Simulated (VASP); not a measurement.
Set up this calculation in VASP 6.6.1, as the native input.

| Item | Value |
| --- | --- |
| Task | relaxation of cell and atoms |
| Functional | LDA |
| Potentials or basis | VASP PAW LDA potentials, release 64 (Si) |
| Cutoff | 600 eV |
| k mesh | 10 × 10 × 10 |
| Occupations | gaussian, width 0.02 eV |
| Spin | no spin polarisation |
| Dipole correction | no |
| Further INCAR settings | ALGO = Fast; EDIFF = 1e-06; IBRION = 2; EDIFFG = -0.005; NSW = 100; ISIF = 3 |

The structure of Si lies in POSCAR:

```
Si
1.0
    0.0000000000      2.7154700000      2.7154700000
    2.7154700000      0.0000000000      2.7154700000
    2.7154700000      2.7154700000      0.0000000000
Si
2
Direct
    0.5000000000      0.5000000000      0.5000000000
    0.7500000000      0.7500000000      0.7500000000
```

One way to write it, as run:

INCAR

```
PREC = Accurate
ENCUT = 600
EDIFF = 1E-6
ISMEAR = 0
SIGMA = 0.02
LREAL = False
LASPH = True
NELM = 100
ALGO = Fast
ISIF = 3
LWAVE = False
LCHARG = False
IBRION = 2
NSW = 100
EDIFFG = -0.005
```

KPOINTS

```
regular mesh
0
Gamma
  10 10 10
```

Potentials or basis: VASP PAW LDA potentials, release 64 (Si).

Run with:

```sh
$ cat potpaw_LDA.64/Si/POTCAR > POTCAR
$ mpirun -np 1 vasp_std > vasp.out
```

It gave:

The relaxed volume is 19.72 Å³/atom. The relaxed cell is a = 3.821 Å, b = 3.821 Å, c = 3.821 Å, α = 60.00°, β = 60.00°, γ = 60.00°, the space group after relaxing (to 0.05 Å) is Fd-3m (No. 227) and the energy gained by relaxing is 1.4 meV/atom. The ionic steps are 3, the pressure after relaxing is 0.0 GPa and the band gap on the k mesh is 0.45 eV, indirect (least direct gap 2.53 eV).

Wall time 26 s on 1 thread of Intel(R) Xeon(R) Platinum 8375C CPU @ 2.90GHz (Ice Lake) (shared host), peak memory 0.15 GiB.
